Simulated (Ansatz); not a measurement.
NaH built on the zincblende prototype, relaxed with r2SCAN in Ansatz 0.2.0: space group F-43m (No. 216), cubic; conventional cell a = 5.194 Å, 17.51 Å³ an atom. Na is surrounded by 4 H at 2.25 Å; H is surrounded by 4 Na at 2.25 Å. The cell was then strained (x, y and z are the cube axes), with the atoms relaxed again; stress is positive in compression. These are computed values for a spin-unpolarised cell that may be hypothetical; none is a measurement.

- Uniaxial -0.84 % along z, other directions held: r2SCAN's stress changes by +0.18 GPa along the strain and +0.14 GPa across it.
- Epitaxial strain of -1.0 % in the (001) plane: the free normal strain is +1.47 % and the in-plane stress changes by +0.14 GPa.

(1) Estimate C₁₁, C₁₂ and the bulk modulus from the uniaxial step.

(2) What do the film's normal strain and stress say about the elastic constants?

(3) How much elastic energy does the film store, with 17.51 Å³ an atom?

Answers

(1) With compression positive, C₁₁ ≈ −Δσ∥/ε = (-0.18)/(-0.0084) = 21 GPa and C₁₂ ≈ (-0.14)/(-0.0084) = 17 GPa; B = (C₁₁ + 2C₁₂)/3 = 18 GPa. A one-sided step carries third-order terms: it reads high by some per cent.

(2) ε⊥/ε∥ = (+0.0147)/(-0.0100) = -1.47, which linear elasticity sets to −2C₁₂/C₁₁ = -1.56 from the uniaxial step. The biaxial modulus is M = −Δσ/ε∥ = 14 GPa (C₁₁ + C₁₂ − 2C₁₂²/C₁₁ = 12 GPa).

(3) u = M ε∥² = −Δσ ε∥ = -0.14 × (-0.0100) = 0.0014 GPa, and 1 GPa Å³ is 6.2415 meV: 0.15 meV an atom. The total energies of the two runs differ by 0.15 meV an atom.
